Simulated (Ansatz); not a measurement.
# SnO2 monolayer (2H): a soft mode frozen in

Which phase does SnO2 monolayer (2H) fall into along its unstable mode, and how much energy does it gain?

Main program and level: Ansatz 0.2.0; DFT PBE, scalar-relativistic, plane waves, PAW.

**1. Starting point**

The cell holds 3 atoms: 1 Sn and 2 O. Its edges and angles: a = 3.102 Å, b = 3.102 Å, c = 28.700 Å, α = 90.0°, β = 90.0°, γ = 120.0°. Vacuum lies along c.

Coordinates:

```cif
data_structure
_symmetry_space_group_name_H-M 'P 1'
_symmetry_Int_Tables_number 1
_cell_length_a 3.1019
_cell_length_b 3.1019
_cell_length_c 28.7000
_cell_angle_alpha 90.000
_cell_angle_beta 90.000
_cell_angle_gamma 120.000
_cell_volume 239.16
loop_
_atom_site_label
_atom_site_type_symbol
_atom_site_fract_x
_atom_site_fract_y
_atom_site_fract_z
_atom_site_occupancy
Sn1 Sn 0.33333 0.66667 0.34843 1
O2 O 0.66667 0.33333 0.39130 1
O3 O 0.66667 0.33333 0.30556 1
```

**2. Response at finite wavevector**

The cell comes from relaxations at this level that are not shown. Stability and thermal properties need the whole zone. Linear response on a 6×6×1 q mesh gives force constants as far as a supercell of that size would, and the tensors from the zone-centre run are typed in so that the long-range dipole term is interpolated apart.

input.yaml reads:

```yaml
crystal:
  lattice:
    - [3.1019443762, 0.0, 0.0]
    - [-1.5509721881, 2.6863626309, 0.0]
    - [0.0, 0.0, 28.7]
  atoms:
    - { symbol: Sn, position: [0.3333333333, 0.6666666667, 0.3484320557] }
    - { symbol: O, position: [0.6666666667, 0.3333333333, 0.3913020119] }
    - { symbol: O, position: [0.6666666667, 0.3333333333, 0.3055620995] }
  periodic: [true, true, false]
kpoints:
  mp_grid: { grid: [12, 12, 1] }
hamiltonian:
  xc: pbe
scf:
  occupations: { method: fixed }
output:
  eigenvalues: true
phonons:
  method: dfpt
  qmesh: [6, 6, 1]
  temperatures: { t_max: 1000, t_step: 50 }
  qpath:
    path:
      - [0.0, 0.0, 0.0]
      - [0.5, 0.0, 0.0]
      - [0.33333333, 0.33333333, 0.0]
      - [0.0, 0.0, 0.0]
    npoints: 10
  isolated: true
  non_analytic_term:
    high_frequency_dielectric_tensor: [[1.8303, 0.0, 0.0], [0.0, 1.8303, 0.0], [0.0, 0.0, 1.1202]]
    born_effective_charges:
      - { species: Sn, tensor: [[4.1734, 0.0, 0.0], [0.0, 4.1734, 0.0], [0.0, 0.0, 0.5505]] }
      - { species: O, tensor: [[-2.0867, 0.0, 0.0], [0.0, -2.0867, 0.0], [0.0, 0.0, -0.2752]] }
      - { species: O, tensor: [[-2.0867, 0.0, 0.0], [0.0, -2.0867, 0.0], [0.0, 0.0, -0.2752]] }
    source: "zone-centre run at this cell"
```

Command:

```console
> ansatz run input.yaml --threads 4 --pin off --max-ram 14336MiB --backend cpu --events-out ev --progress --plain --runs-dir out
```

Numbers of over 12 decimals in the logs are rounded to 6 here.

The program printed:

```text
Warning: phonons: the dynamical matrix that this run interpolates holds no multipole term above the dipole-dipole one, and a site of this crystal is no centre of inversion, so its interpolated transverse optical and acoustic branches and sound speeds can stay off near Gamma, and the density of states and the thermodynamics with them. What a run solves at a wave vector of phonons.qpoints, Gamma apart, where the deck admits one, is free of this, and under fd what a larger phonons.supercell samples
Warning: crystal.symmetry: narrowed to the stabiliser of the run's FFT grids — unitary ops 12 → 6. A phonons.method: dfpt run fills in the rows of the dynamical matrix that it does not solve by its symmetry operations, which is exact only for operations that map its FFT grids onto themselves: filled in by any other, the frequencies could depend on the order in which like atoms are typed, or, by more than the grids' own error, on where the crystal sits among the grids' points. Excluded: 6 operations. The run can therefore solve more perturbations, solve them on more k-points, or both, and cost more. [rest of the remark cut]
Engine: ansatz 0.2.0, aarch64-unknown-linux-gnu
Pseudopotentials: kind: paw
Pseudopotential: Sn, paw, valence charge 14, recommended cutoff 420 eV (normal), Sn.paw.azcp
Pseudopotential: O, paw, valence charge 6, recommended cutoff 420 eV (normal), O.paw.azcp
Functional definition: PBE
  parameter kappa = 0.804
  parameter beta = 0.066725
  exchange = pbe_x(kappa = kappa, mu = beta*pi^2/3)
  correlation = pbe_c(beta = beta)
Crystal: 3 atoms, lattice volume = 239.156 Å³
Basis set: ecut = 420 eV, 4631 PW (Γ), exchange–correlation on 48×48×384 points (8 copies of the dense FFT grid, shifted against one another)
Bands: 17, of which v1, the nominal top of the filled ones, is band 13 counted from 1 (12 counted from 0)
Symmetry: 12 space group operations
k-points: 19 of 144 (irreducible under 6 space group operations, time reversal used)
Non-local potential: Sn, projectors of the file, l = 0: 2, l = 1: 2, l = 2: 2, l = 3: 2
Non-local potential: O, projectors of the file, l = 0: 2, l = 1: 2, l = 2: 1
PAW form: soft (Blöchl's): semilocal exchange-correlation on the pseudo side does not see the compensation charge
PAW one-centre angular grid: Sn, 590 points (default); XC on 64 Gauss nodes
PAW one-centre angular grid: O, 110 points (default); XC on 64 Gauss nodes
Initial density: superposition of atomic densities (neutral atoms: chi_scale 0, normalization atom), corrected by the library's trained network
Initial wavefunctions: pseudopotential atomic-orbital guess
Functional: x = pbe(κ = 0.804, μ = 0.219515), c = pbe(β = 0.066725)
SCF iter   1: F=—  HF=-7157.063320 eV  |F-HF|=—  |Δ(HF+E_count)|=         —  Δρ=2.42e-3  dr2=1.04e-2  ethr=1.77e-3  ⟨swp⟩=7.6  Hψ=2064  notcnv=0  defer=37
preconditioner: auto → none  [insulator: Δε(μ)=0.635 eV  Ē_g=18.644 eV  n_scr=16 (ndim 8)  ℏωp=12.2 eV  f_vac=0.812  ε∞_Penn≈1.4]
SCF iter   2: F=—  HF=-7157.060950 eV  |F-HF|=—  |Δ(HF+E_count)|=   2.37e-3  Δρ=1.37e-3  dr2=2.51e-3  ethr=4.01e-5  ⟨swp⟩=4.1  Hψ=1053  notcnv=0  defer=38
SCF iter   3: F=—  HF=-7157.060497 eV  |F-HF|=—  |Δ(HF+E_count)|=   4.53e-4  Δρ=6.09e-4  dr2=6.46e-4  ethr=9.65e-6  ⟨swp⟩=3.8  Hψ=715  notcnv=0  defer=38
SCF iter   4: F=—  HF=-7157.060432 eV  |F-HF|=—  |Δ(HF+E_count)|=   6.52e-5  Δρ=2.42e-4  dr2=8.94e-5  ethr=2.49e-6  ⟨swp⟩=2.8  Hψ=599  notcnv=0  defer=38
SCF iter   5: F=—  HF=-7157.060426 eV  |F-HF|=—  |Δ(HF+E_count)|=   5.84e-6  Δρ=6.27e-5  dr2=6.24e-6  ethr=3.44e-7  ⟨swp⟩=3.4  Hψ=656  notcnv=0  defer=38
SCF iter   6: F=—  HF=-7157.060438 eV  |F-HF|=—  |Δ(HF+E_count)|=   1.19e-5  Δρ=1.38e-5  dr2=3.40e-7  ethr=2.40e-8  ⟨swp⟩=3.4  Hψ=805  notcnv=0  defer=38
SCF iter   7: F=—  HF=-7157.060494 eV  |F-HF|=—  |Δ(HF+E_count)|=   5.55e-5  Δρ=3.56e-6  dr2=2.13e-8  ethr=1.31e-9  ⟨swp⟩=3.1  Hψ=707  notcnv=0  defer=38
SCF iter   8: F=—  HF=-7157.060494 eV  |F-HF|=—  |Δ(HF+E_count)|=   1.42e-7  Δρ=7.43e-7  dr2=8.15e-10  ethr=8.19e-11  ⟨swp⟩=3.4  Hψ=809  notcnv=0  defer=38
SCF iter   9: F=—  HF=-7157.060494 eV  |F-HF|=—  |Δ(HF+E_count)|=  2.72e-10  Δρ=8.29e-8  dr2=1.99e-11  ethr=3.13e-12  ⟨swp⟩=3.1  Hψ=747  notcnv=0  defer=38
SCF iter  10: F=-7157.060494 eV  HF=-7157.060494 eV  |F-HF|=1.82e-11  |Δ(HF+E_count)|=  3.18e-11  Δρ=1.44e-8  dr2=3.27e-13  ethr=1.00e-12  ⟨swp⟩=22.5  Hψ=3482  notcnv=0
SCF 1 converged in 10 iterations: F = -7157.060494 eV  dr2 = 3.27e-13
  greatest PAW one-centre occupation: 0.994 electrons in one spin orbital (limit 2), on the Sn atom at site 0 (counted from 0), in its partial waves of l = 2
NSCF: frozen V_eff on 19 k-points
NSCF: frozen V_eff on 43 k-points
DFPT response loops at q = (0, 0, 0) (fractional): preconditioner auto → none (the input reference at scf.mixing.eps_inf says where Resta's filter doesn't serve); β = 0.50; Broyden in place of MSR1
NSCF: frozen V_eff on 156 k-points
DFPT response loops at q = (0, 0.166667, 0) (fractional): mixed as the last ones told, above
NSCF: frozen V_eff on 156 k-points
DFPT response loops at q = (0, 0.333333, 0) (fractional): mixed as the last ones told, above
NSCF: frozen V_eff on 86 k-points
DFPT response loops at q = (0, -0.5, 0) (fractional): mixed as the last ones told, above
NSCF: frozen V_eff on 288 k-points
DFPT response loops at q = (0.166667, 0.166667, 0) (fractional): mixed as the last ones told, above
NSCF: frozen V_eff on 288 k-points
DFPT response loops at q = (0.166667, 0.333333, 0) (fractional): mixed as the last ones told, above
NSCF: frozen V_eff on 156 k-points
DFPT response loops at q = (0.333333, 0.333333, 0) (fractional): mixed as the last ones told, above
SCF converged after 10 iterations
Free energy (F): -7157.060494 eV
Harris-Foulkes:  -7157.060494 eV  (|F-HF|=1.82e-11)
Internal energy: -7157.060494 eV  (E = F + TS)
E sigma→0 (E₀):  -7157.060494 eV
Fermi energy:    -8.450400 eV
--- Per-component energies (eV) ---
  E_band       = -525.966978
  E_kinetic    = 535.434211
  E_local      = -45915.352953  (includes V_loc(G=0)·N_el)
  E_nonlocal   = 66.036319
  E_hartree    = 22753.951921
  E_xc         = -527.015345
  E_vxc        = -281.025213  (∫ρ·V_xc dr)
  E_paw        = -4460.100876  (= ΣΔE_a)
  E_vpaw       = -438.967893  (= ΣTr[D̂ρ^β])
  E_aug_tail   = 0.004663  (compensation charges beyond the density's cutoff)
  E_ewald      = 20389.981567
  E_smearing   = -0.000000  (= −TS)
  E_closure    = 0.000000  (closes the sum)
  Σ components = -7157.060494   (vs F -7157.060494, Δ=0.00e0)
--- Band table (eV; the first three rows and the last of 19) ---
  k-point 0: bands = [... 9 lower, -9.8227, -9.2633, -9.2633, -9.1250, -7.7997, -2.7628, -0.3454, -0.1089]
  k-point 1: bands = [... 9 lower, -9.9161, -9.5296, -9.2754, -9.0819, -7.3833, -2.4278, -0.2229, 0.0345]
  k-point 2: bands = [... 9 lower, -10.1649, -10.1559, -9.3080, -8.9735, -6.6191, -1.6033, -0.1670, 0.2775]
  k-point 18: bands = [... 9 lower, -11.6904, -11.4618, -10.3736, -8.4504, -3.8004, -3.6228, 1.2359, 1.9027]
--- Phonons (Γ-DFPT): 6 representative perturbations + reference (Σ response iterations 26) ---
  ASR residual: 3.437e-5 → 0.000e0 eV/Å²; symmetrization residual: 3.582e-6 eV/Å²
  The last average, over the group as it would stand without the narrowing to the FFT grids, took up to 4.526e-7 eV/Å² of the zone centre's force constants
  ASR residual per site (eV/Å²): 3.44e-5 1.16e-5 2.36e-5
  Γ frequencies (cm⁻¹): -74.79 -74.79 0.00 0.00 0.00 323.57 323.57 512.87 618.95
--- Phonons (arbitrary-q DFPT): 7 irreducible q on the 6×6×1 mesh ---
  q = [0.0000, 0.0000, 0.0000] (star 1, of the zone-centre solve; hermiticity 2.94e-7, symmetrization 3.80e-12, taken by the last average 1.86e-8): -74.79 -74.79 -0.00 0.00 0.00 323.57 323.57 512.87 618.95
  q = [0.0000, 0.1667, 0.0000] (star 6, 9 solved perturbations on 78 of 144 k-point pairs; hermiticity 3.34e-7, symmetrization 2.31e-11, taken by the last average 1.05e-7): 3.25 73.20 79.53 142.67 200.51 331.27 475.95 478.31 617.86
  q = [0.0000, 0.3333, 0.0000] (star 6, 9 solved perturbations on 78 of 144 k-point pairs; hermiticity 3.58e-7, symmetrization 1.86e-11, taken by the last average 4.78e-8): 35.42 131.19 157.52 255.46 322.56 343.78 430.33 468.05 615.95
  q = [0.0000, -0.5000, 0.0000] (star 3, 9 solved perturbations on 43 of 144 k-point pairs; hermiticity 2.79e-7, symmetrization 1.72e-11, taken by the last average 2.80e-8): 51.55 148.56 183.11 303.61 348.97 364.80 401.64 454.77 614.74
  q = [0.1667, 0.1667, 0.0000] (star 6, 6 solved perturbations in 666 linear systems a pass and spin channel, the states on 144 of 144 k-point pairs; hermiticity 4.79e-7, symmetrization 7.80e-11, taken by the last average 6.31e-8): 22.13 139.05 174.47 217.85 289.72 352.09 442.58 470.61 616.39
  q = [0.1667, 0.3333, 0.0000] (star 12, 9 solved perturbations on 144 of 144 k-point pairs: no pair is spared here; hermiticity 2.95e-7, symmetrization 0.00e0, taken by the last average 5.61e-8): 47.76 180.51 238.95 276.75 344.83 376.29 405.52 450.32 614.50
  q = [0.3333, 0.3333, 0.0000] (star 2, 6 solved perturbations in 327 linear systems a pass and spin channel, the states on 78 of 144 k-point pairs; hermiticity 4.94e-7, symmetrization 6.23e-8, taken by the last average 1.42e-7): 55.09 228.28 263.47 316.57 322.84 392.38 416.22 422.81 613.59
  sum rule: each row above includes the acoustic sum rule's correction from the zone centre's row sums; it moved no ω² by more than (0.63 cm⁻¹)²
  mesh force constants: q→R imaginary residual 4.39e-19; ASR residual 3.437e-5 → 0.000e0 eV/Å²; symmetrization residual 3.197e-14 eV/Å²
  interpolated dispersion: 31 rows × 9 modes
  density of states and harmonic sums: on the 24×24×1 q-mesh, interpolated from the force constants of a 6×6×1 supercell (with the dipole–dipole term of supplied tensors)
  largest difference from the sums on the solved wave vectors: F 2.93e-2 eV, S 3.24e-5 and C_V 3.53e-6 eV/K
  zero-point energy: 0.170725 eV/cell   skipped modes (ω ≤ 0): 17, of them read as no rigid motion or as one in doubt: 14 (1.701e-1 modes/cell left out, lowest -74.79 cm⁻¹)   left out of the sums: 1.95e-2 of the cell's modes: C_V's classical limit lies that fraction below 3 k_B per atom; for a crystal, a wire or a layer, F and S can be off by more, and a phonons.interpolated_qmesh denser along its periods is the remedy for the sampling
```

Run time: 8.4 min. Hardware: 4 threads of Arm Neoverse V1, shared host; peak memory 1.7 GiB; 33 min of CPU time.

In the SCF lines HF is the Harris–Foulkes energy and dr2 the Hartree energy of the density residual, in eV; the loop may stop once dr2 is under the threshold and the program's other checks hold. Hψ counts applications of the Hamiltonian.

This step gave:

```
gap on the k-mesh                                       : 0.6507 eV
sum-rule residual before enforcement                    : 3.44e-5 eV/Å²
lowest frequency on the path                            : -74.79 cm⁻¹
point group                                             : -6m2
highest frequency on the path or at a solved wavevector : 619 cm⁻¹
area per atom                                           : 2.778 Å²
highest optical mode at the zone centre (no LO-TO term) : 619.0 cm⁻¹
lowest optical zone-centre mode                         : -74.79 cm⁻¹
lowest mode on the q mesh (acoustic modes at Γ apart)   : -74.79 cm⁻¹
```

Frequencies (cm⁻¹) solved at each irreducible wavevector; negative means imaginary. Frequencies by wavevector, by row:

| q in reciprocal lattice units | star | mode 1 | mode 2 | mode 3 | mode 4 | mode 5 | mode 6 | mode 7 | mode 8 | mode 9 |
| --- | --- | --- | --- | --- | --- | --- | --- | --- | --- | --- |
| 0 0 0 | 1 | -74.8 | -74.8 | 0 | 0 | 0 | 323.6 | 323.6 | 512.9 | 619 |
| 0 0.1667 0 | 6 | 3.2 | 73.2 | 79.5 | 142.7 | 200.5 | 331.3 | 475.9 | 478.3 | 617.9 |
| 0 0.3333 0 | 6 | 35.4 | 131.2 | 157.5 | 255.5 | 322.6 | 343.8 | 430.3 | 468.1 | 616 |
| 0 -0.5 0 | 3 | 51.5 | 148.6 | 183.1 | 303.6 | 349 | 364.8 | 401.6 | 454.8 | 614.7 |
| 0.1667 0.1667 0 | 6 | 22.1 | 139.1 | 174.5 | 217.8 | 289.7 | 352.1 | 442.6 | 470.6 | 616.4 |
| 0.1667 0.3333 0 | 12 | 47.8 | 180.5 | 238.9 | 276.8 | 344.8 | 376.3 | 405.5 | 450.3 | 614.5 |
| 0.3333 0.3333 0 | 2 | 55.1 | 228.3 | 263.5 | 316.6 | 322.8 | 392.4 | 416.2 | 422.8 | 613.6 |

Interpolated from a 6×6×1 q mesh, with the LO-TO term (at Γ the limit along the path; where Γ stands inside the path, tables give the limit on arrival). Phonon branches along the path, in cm⁻¹:

| point | branch 1 | branch 2 | branch 3 | branch 4 | branch 5 | branch 6 | branch 7 | branch 8 | branch 9 |
| --- | --- | --- | --- | --- | --- | --- | --- | --- | --- |
| Γ | -75 | -75 | 0 | 0 | 0 | 324 | 324 | 513 | 619 |
| halfway | 19 | 110 | 125 | 204 | 272 | 338 | 454 | 478 | 617 |
| M | 52 | 149 | 183 | 304 | 349 | 365 | 402 | 455 | 615 |
| halfway | 51 | 186 | 247 | 286 | 353 | 381 | 398 | 445 | 614 |
| K | 55 | 228 | 264 | 317 | 323 | 392 | 416 | 423 | 614 |
| halfway | 22 | 139 | 174 | 218 | 290 | 352 | 443 | 471 | 616 |
| Γ | -75 | -75 | 0 | 0 | 0 | 324 | 324 | 513 | 619 |

The phonon branches as a text plot (rows in cm⁻¹):

```
    605 |********************************************************
    576 |
    547 |
    518 |***                                                 ****
    489 |   ********                                  *******
    460 |   ***********************            **********  **
    431 | **        ****           ************   ****       ***
    402 |               **************************
    373 |                 **********           *****
    344 |     ******************  ******   *******  *******
    315 |*****      **      ***         ***       **       ******
    287 |               ****   *********   ****     **
    258 |         **  **           ** **************  ***
    229 |       **  **            *   *******       **
    200 |         **          **** ***       **   **     **
    171 |     ****    ********  ***            **********
    142 |     **    ************                    *********
    113 |   **    ****                                ***  **
     84 |   ******                                       **
     55 | ******        **************************         *****
     26 | **      ******                          ****     *****
     -3 |*********                                    *****  ****
    -31 |   **                                             **
    -60 |***                                                 ****
         Γ                   M           K                      Γ
```

Symmetry leaves 7 wavevectors to solve. The lowest mode among them, the acoustic zeros apart, lies at Γ and is imaginary, 74.8i cm⁻¹, so the energy falls along it.

**3. The mode frozen in, largest atomic shift 0 Å**

The mode followed lies at Γ with frequency 74.8i cm⁻¹ and is 2-fold degenerate, the softest among the wavevectors solved. At small amplitude the distorted cell has space group no. 8 by a symmetry search on the positions. The undistorted cell that holds it gives the zero of energy on the same k mesh.

input.yaml, the sections that differ from step 2:

```yaml
scf:
  occupations: { method: gaussian, width: 0.02 }
output:
  forces: true
  stress: true
  eigenvalues: true
# crystal, kpoints, hamiltonian: as in step 2
# phonons: removed
```

The program printed:

```text
[...]
Crystal: 3 atoms, lattice volume = 239.156 Å³
Basis set: ecut = 420 eV, 4631 PW (Γ), exchange–correlation on 48×48×384 points (8 copies of the dense FFT grid, shifted against one another)
Bands: 17, of which v1, the nominal top of the filled ones, is band 13 counted from 1 (12 counted from 0)
Symmetry: 12 space group operations
[...]
--- Band table (eV; the first three rows and the last of 19) ---
  k-point 0: bands = [... 9 lower, -9.8227, -9.2633, -9.2633, -9.1250, -7.7997, -2.7627, -0.3441, -0.1070]
  k-point 1: bands = [... 9 lower, -9.9160, -9.5296, -9.2754, -9.0818, -7.3833, -2.4278, -0.2216, 0.0364]
  k-point 2: bands = [... 9 lower, -10.1649, -10.1558, -9.3079, -8.9734, -6.6191, -1.6033, -0.1668, 0.2786]
  k-point 18: bands = [... 9 lower, -11.6904, -11.4618, -10.3736, -8.4504, -3.8004, -3.6227, 1.2359, 1.9028]
[key lines of the parts left out:]
SCF converged after 8 iterations
Free energy (F): -7157.060494 eV
Fermi energy:    -8.124810 eV
P = ½ c Tr σ = -0.0003 N/m
```

Wall time 2.7 s (4 threads); peak memory 0.47 GiB.

Numbers from this step:

```
energy from the undistorted cell : 0 meV/atom
```

**4. The mode frozen in, largest atomic shift 0.08 Å**

The atoms are moved along the unstable eigenvector, the largest shift by 0.08 Å, with the cell fixed.

input.yaml, the sections that differ from step 3:

```yaml
crystal:
  lattice:
    - [3.1019443762, 0.0, 0.0]
    - [-1.5509721881, 2.6863626309, 0.0]
    - [0.0, 0.0, 28.7]
  atoms:
    - { symbol: Sn, position: [0.3333333333, 0.6666666667, 0.3484320557] }
    - { symbol: O, position: [0.6815566892, 0.3631133783, 0.3913020119] }
    - { symbol: O, position: [0.6517766442, 0.3035532883, 0.3055620995] }
  periodic: [true, true, false]
# kpoints, hamiltonian, scf, output: as in step 3
```

The program printed:

```text
[...]
Crystal: 3 atoms, lattice volume = 239.156 Å³
Basis set: ecut = 420 eV, 4631 PW (Γ), exchange–correlation on 48×48×384 points (8 copies of the dense FFT grid, shifted against one another)
Bands: 17, of which v1, the nominal top of the filled ones, is band 13 counted from 1 (12 counted from 0)
Symmetry: 2 space group operations
[...]
k-points: 43 of 144 (time reversal used)
[...]
--- Band table (eV; the first three rows and the last of 43) ---
  k-point 0: bands = [... 9 lower, -9.8271, -9.2738, -9.2627, -9.1097, -7.7637, -2.7675, -0.3400, -0.1084]
  k-point 1: bands = [... 9 lower, -9.9207, -9.5328, -9.2741, -9.0772, -7.3554, -2.4324, -0.2172, 0.0340]
  k-point 2: bands = [... 9 lower, -10.1693, -10.1477, -9.3057, -8.9772, -6.5991, -1.6100, -0.1409, 0.2799]
  k-point 42: bands = [... 9 lower, -11.6825, -11.5032, -10.0005, -8.5325, -4.4058, -3.0255, 0.8321, 1.5619]
[key lines of the parts left out:]
SCF converged after 9 iterations
Free energy (F): -7157.061924 eV
Fermi energy:    -8.115425 eV
P = ½ c Tr σ = 0.3105 N/m
```

Elapsed: 5.2 s, on 4 threads; peak memory 0.54 GiB; 20 s of CPU time.

Numbers from this step:

```
gap on the k-mesh                : 0.7038 eV
energy from the undistorted cell : -0.477 meV/atom
```

The energy, extrapolated to zero smearing, is -0.48 meV/atom against the undistorted cell.

**5. Energy along the mode, all amplitudes (two of the runs are shown above)**

An imaginary frequency means negative curvature, so the energy should fall and then rise again as anharmonic terms take over.

Numbers from this step:

| Property | Result |
| --- | --- |
| depth at the lowest point sampled | 0.477 meV/atom |
| largest atomic shift at that point | 0.08 Å |

The energy from the parent by largest atomic shift:

| largest atomic shift (Å) | energy from the parent (meV/atom) |
| --- | --- |
| 0.0000 | 0 |
| 0.0400 | -0.161 |
| 0.0800 | -0.477 |
| 0.1400 | -0.094 |
| 0.2200 | 6.58 |

Displacement at unit largest shift by atom:

| atom | x (Å) | y (Å) | z (Å) | size |
| --- | --- | --- | --- | --- |
| Sn1 | 0.00 | 0.00 | 0.00 | 0.00 |
| O2 | 0.00 | 1.00 | 0.00 | 1.00 |
| O3 | 0.00 | -1.00 | 0.00 | 1.00 |

The lowest of the steps tried is at 0.08 Å, 0.477 meV/atom below the parent; the bottom of the well need not coincide with a step.

(Part 1 of 3 ends here.)

[Logs are printed without paths, hosts, clocks, repeated set-up lines and the standing remarks that a program may print on its own settings, such as how far it seeks lower states.]

[Hosts, paths, dates, database ids (printed as entryN), source tags and the programs' standing remarks are cut or masked in the printed files.]
